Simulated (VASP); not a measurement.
**InP (strained zincblende), PBE single-point calculation: Ansatz's output and VASP's**

```cif
data_structure
_symmetry_space_group_name_H-M 'P 1'
_symmetry_Int_Tables_number 1
_cell_length_a 4.2193
_cell_length_b 4.2193
_cell_length_c 4.1773
_cell_angle_alpha 60.329
_cell_angle_beta 60.329
_cell_angle_gamma 59.343
_cell_volume 52.57
loop_
_atom_site_label
_atom_site_type_symbol
_atom_site_fract_x
_atom_site_fract_y
_atom_site_fract_z
_atom_site_occupancy
In1 In 0.00000 0.00000 0.00000 1
P1 P 0.25000 0.25000 0.25000 1
```

Ansatz printed

```
SCF 1 converged in 6 iterations: F = -6354.004340 eV  dr2 = 1.98e-8
  greatest PAW one-centre occupation: 0.981 electrons in one spin orbital (limit 2), on the In atom at site 0 (counted from 0), in its partial waves of l = 2
NSCF: frozen V_eff on 6 k-points
SCF converged after 6 iterations
Free energy (F): -6354.004340 eV
Harris-Foulkes:  -6354.004340 eV  (|F-HF|=7.43e-9)
Internal energy: -6354.004340 eV  (E = F + TS)
E sigma→0 (E₀):  -6354.004340 eV
Entropy (-TS):   -0.000000 eV (-0.000 meV/atom)
Fermi energy:    6.716513 eV
--- Per-component energies (eV) ---
  E_band       = -60.027767
  E_kinetic    = 312.395743
  E_local      = -1424.341143  (includes V_loc(G=0)·N_el)
  E_nonlocal   = 401.313619
  E_hartree    = 561.025277
  E_xc         = -276.084955
  E_vxc        = -159.177426  (∫ρ·V_xc dr)
  E_paw        = -4725.148188  (= ΣΔE_a)
  E_vpaw       = -312.272745  (= ΣTr[D̂ρ^β])
  E_aug_tail   = 0.000029  (compensation charges beyond the density's cutoff)
  E_ewald      = -1203.164722
  E_smearing   = -0.000000  (= −TS)
  E_closure    = -0.000000  (closes the sum)
  Σ components = -6354.004340   (vs F -6354.004340, Δ=0.00e0)
--- Forces (eV/Å), atoms counted from 1 ---
  atom   1  In     0.00000000    -0.00000000     0.00000000
  atom   2  P     -0.00000000     0.00000000     0.00000000
  max |Σ_I F_I| component: 5.55e-17 eV/Å
--- Stress (GPa, compression-positive) ---
        0.652360      -0.000000      -0.000000
       -0.000000       0.652360       0.000000
        0.000000       0.000000      -0.193665
  P = ⅓ Tr σ = 0.3704 GPa (3.704 kbar)
--- Band table (eV; the first three rows and the last of 59) ---
  k-point 0: bands = ["-7.6559", "-7.6478", "-7.6478", "-7.5204", "-7.5181", "-4.7702", "6.3941", "6.4874", "6.4874", "6.9317", "10.5352", "10.5352", "10.5675"]
  k-point 1: bands = ["-7.6666", "-7.6462", "-7.6415", "-7.5206", "-7.5177", "-4.6039", "4.9076", "6.2477", "6.3207", "7.9398", "10.6466", "10.8022", "10.8288"]
  k-point 2: bands = ["-7.7022", "-7.6329", "-7.6280", "-7.5192", "-7.5146", "-4.1407", "3.0978", "5.8888", "5.9857", "8.1259", "11.1809", "11.2395", "11.6667"]
  k-point 58: bands = ["-7.8096", "-7.5601", "-7.5601", "-7.5573", "-7.4926", "-2.6232", "0.8153", "4.3521", "4.3521", "8.3635", "8.8390", "15.2757", "15.7618"]
```

Datasets and cutoffs are each program's own. VASP's cell holds 18 valence electrons and Ansatz's 18. Ansatz's stress includes a Pulay correction; VASP's doesn't.

Task: What does VASP give for the same cell and level of theory?

Result: gap between bands v and c 0.44 eV; least direct gap 0.44 eV; pressure 0.3 GPa.

From OUTCAR

```
k-points           NKPTS =     59   k-points in BZ     NKDIM =     59   number of bands    NBANDS=     16

   NELECT =      18.0000    total number of electrons

   dimension x,y,z NGX =    32 NGY =   32 NGZ =   32
   dimension x,y,z NGXF=    64 NGYF=   64 NGZF=   64

  energy-cutoff  :      520.00
  volume of cell :       52.57
      direct lattice vectors                 reciprocal lattice vectors
     0.000000000  2.953787635  3.012863387    -0.169274187  0.169274187  0.165955085
     2.953787635  0.000000000  3.012863387     0.169274187 -0.169274187  0.165955085
     2.953787635  2.953787635  0.000000000     0.169274187  0.169274187 -0.165955085

 k-points in reciprocal lattice and weights: KPOINTS created by Atomic Simulation Env
   0.00000000  0.00000000  0.00000000       0.002
   0.12500000  0.00000000  0.00000000       0.016
   0.25000000  0.00000000  0.00000000       0.016
   0.37500000  0.00000000  0.00000000       0.016
   0.50000000  0.00000000  0.00000000       0.008
   0.12500000  0.12500000  0.00000000       0.004
   0.25000000  0.12500000  0.00000000       0.016
   0.37500000  0.12500000  0.00000000       0.016
   ...

 E-fermi :   4.9829

 k-point     1 :       0.0000    0.0000    0.0000
  band No.  band energies     occupation
      1      -9.3883      2.00000
      2      -9.3796      2.00000
      3      -9.3796      2.00000
      4      -9.2530      2.00000
      5      -9.2499      2.00000
      6      -6.5025      2.00000
      7       4.6624      2.00000
      8       4.7554      1.99998
      9       4.7554      1.99998
     10       5.1965      0.00005
     11       8.8056      0.00000
     12       8.8056      0.00000
     13       8.8382      0.00000
     14      13.1010      0.00000
     15      13.9511      0.00000
     16      14.2528      0.00000

 k-point     2 :       0.1250    0.0000    0.0000
  band No.  band energies     occupation
      1      -9.3987      2.00000
      2      -9.3783      2.00000
      3      -9.3733      2.00000
      4      -9.2532      2.00000
      5      -9.2494      2.00000
      6      -6.3363      2.00000
      7       3.1747      2.00000
      8       4.5159      2.00000
      9       4.5887      2.00000
     10       6.2055      0.00000
     11       8.9162      0.00000
     12       9.0730      0.00000
     13       9.0997      0.00000
     14      13.3622      0.00000
     15      13.6040      0.00000
     16      13.8906      0.00000

 k-point     3 :       0.2500    0.0000    0.0000
  band No.  band energies     occupation
      1      -9.4342      2.00000
      2      -9.3651      2.00000
      3      -9.3598      2.00000
      4      -9.2517      2.00000
      5      -9.2463      2.00000
      6      -5.8730      2.00000
      7       1.3651      2.00000
      8       4.1571      2.00000
      9       4.2538      2.00000
     10       6.3914      0.00000
     11       9.4522      0.00000
     12       9.5108      0.00000
     13       9.9358      0.00000
     14      13.2119      0.00000
     15      13.3173      0.00000
     16      13.7965      0.00000

 k-point     4 :       0.3750    0.0000    0.0000
  band No.  band energies     occupation
      1      -9.4684      2.00000
      2      -9.3547      2.00000
      3      -9.3496      2.00000
      4      -9.2468      2.00000
      5      -9.2396      2.00000
      6      -5.2600      2.00000
      7      -0.1321      2.00000
      8       3.8624      2.00000
      9       3.9797      2.00000
     10       6.2024      0.00000
     11       9.5151      0.00000
     12       9.6232      0.00000
     13      11.2516      0.00000
     14      13.5323      0.00000
     15      14.1373      0.00000
     16      14.2028      0.00000

 k-point     5 :       0.5000    0.0000    0.0000
  band No.  band energies     occupation
      1      -9.4822      2.00000
      2      -9.3515      2.00000
      3      -9.3465      2.00000
      4      -9.2436      2.00000
      5      -9.2357      2.00000
      6      -4.9181      2.00000
      7      -0.7799      2.00000
      8       3.7531      2.00000
      9       3.8783      2.00000
     10       6.1136      0.00000
     11       9.4709      0.00000
     12       9.5930      0.00000
     13      11.7341      0.00000
     14      14.0027      0.00000
     15      15.2003      0.00000
     16      15.3167      0.00000

 k-point     6 :       0.1250    0.1250    0.0000
  band No.  band energies     occupation
      1      -9.4149      2.00000
      2      -9.3672      2.00000
      3      -9.3672      2.00000
      4      -9.2543      2.00000
      5      -9.2489      2.00000
      6      -6.2863      2.00000
      7       3.0956      2.00000
      8       4.2853      2.00000
      9       4.2853      2.00000
     10       6.6968      0.00000
     11       8.2407      0.00000
     12       9.4995      0.00000
     13       9.4995      0.00000
     14      12.3641      0.00000
     15      14.2175      0.00000
     16      14.3885      0.00000

 ...

  Total        0.1994673      0.1994673     -0.0782433      0.0000000      0.0000000      0.0000000
  in kB        6.0787495      6.0787495     -2.3844579      0.0000000      0.0000000      0.0000000
  external PRESSURE =       3.2576804 kB  Pullay stress =       0.0000000 kB

 POSITION                                       TOTAL-FORCE (eV/Angst)
 -----------------------------------------------------------------------------------
      0.00000      0.00000      0.00000        -0.000000     -0.000000      0.000000
      1.47689      1.47689      1.50643         0.000000      0.000000      0.000000
 -----------------------------------------------------------------------------------
    total drift:                               -0.000000     -0.000000     -0.000001

  FREE ENERGIE OF THE ION-ELECTRON SYSTEM (eV)
  ---------------------------------------------------
  free  energy   TOTEN  =        -8.4039980452 eV

  energy  without entropy=       -8.4039980018  energy(sigma->0) =       -8.40399802
```
